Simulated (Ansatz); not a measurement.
# SrO (zincblende): a single-point run

The task is a single-point run on SrO (zincblende). The structure is shown as the input types it.

Computed with Ansatz 0.2.0 (DFT r2SCAN, scalar-relativistic, plane waves, PAW, unless a step's input says otherwise).

### 1 Starting point

The structure is cubic, space group F-43m (No. 216). The conventional cell has a = 5.584 Å, b = 5.584 Å, c = 5.584 Å, α = 90.00°, β = 90.00°, γ = 90.00°. Sr (site symmetry -43m) is surrounded by 4 O at 2.42 Å. Around O (site symmetry -43m) lie 4 Sr at 2.42 Å.

As a file:

```
CELL_PARAMETERS angstrom
0.00000 2.79217 2.79217
2.79217 0.00000 2.79217
2.79217 2.79217 0.00000
ATOMIC_POSITIONS crystal
Sr 0.00000 0.00000 0.00000
O 0.25000 0.25000 0.25000
```

### 2 The calculation

The input, input.yaml:

```yaml
crystal:
  lattice:
    - [0.0, 2.7921730098, 2.7921730098]
    - [2.7921730098, 0.0, 2.7921730098]
    - [2.7921730098, 2.7921730098, 0.0]
  atoms:
    - { symbol: Sr, position: [0.0, 0.0, 0.0] }
    - { symbol: O, position: [0.25, 0.25, 0.25] }
basis:
  ecutwfc: 500
  ecutrho_ratio: 4
kpoints:
  mp_grid: { grid: [8, 8, 8] }
hamiltonian:
  xc: r2scan
scf:
  occupations: { method: fermi_dirac, width: 2.0 }
  max_iter: 50
output:
  forces: true
  stress: true
```

Run with:

```
> ansatz run input.yaml --threads 2 --pin off --max-ram 2662MiB --backend cpu --events-out ev --progress --plain --runs-dir out
```

What happens when this is run?

The run converged and reported no error. Convergence says nothing about whether the input makes sense.

Look at the input: scf.occupations.method is fermi_dirac; scf.occupations.width is 2.0. Occupations are smeared over electronvolts, wider than many features of the bands. A Fermi-Dirac width of 2 eV is an electron temperature of 23200 K.

To check: set scf.occupations.method to gaussian and scf.occupations.width to 0.05.
